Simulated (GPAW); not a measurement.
BN, 2 atoms in the cell. It takes space group F-43m (No. 216, cubic). The conventional cell has a = 3.626 Å, b = 3.626 Å, c = 3.626 Å, α = 90.00°, β = 90.00°, γ = 90.00°. N (site symmetry -43m) has 4 B at 1.57 Å as nearest neighbours. B (site symmetry -43m) has 4 N at 1.57 Å as nearest neighbours. The cell is a database's computed one.

```yaml
Program: GPAW 26.7.0
Task: relaxation of cell and atoms
Functional: PBEsol
Dispersion: D3(BJ)+ATM
Potentials_or_basis: PAW data sets generated in the run's folder for this functional
Cutoff: 800 eV
Basis: pw
k_mesh: 13 × 13 × 13
Occupations: fermi-dirac, width 0.05 eV
Spin: no spin polarisation
Maxiter: 150
Optimizer: BFGS
Fmax: 0.02 eV/Å
Max_steps: 60
Convergence: density=1e-05 forces=0.0001
```

Potentials or basis: PAW data sets generated in the run's folder for this functional, pw.

The run is started by

```bash
$ gpaw-setup -f PBEsol B N
$ OMP_NUM_THREADS=1 python run.py
```

Hardware: 1 thread of Intel(R) Xeon(R) Processor @ 2.50GHz (Skylake/Cascade Lake) (shared host).

Problem. Estimate the wall time of this run.

Solution. Wall time 120 s on 1 thread of Intel(R) Xeon(R) Processor @ 2.50GHz (Skylake/Cascade Lake), on a shared host, peak memory 0.18 GiB. Counts: scf iterations 27, plane waves 623, bands 11, k points 84, ion steps 3.
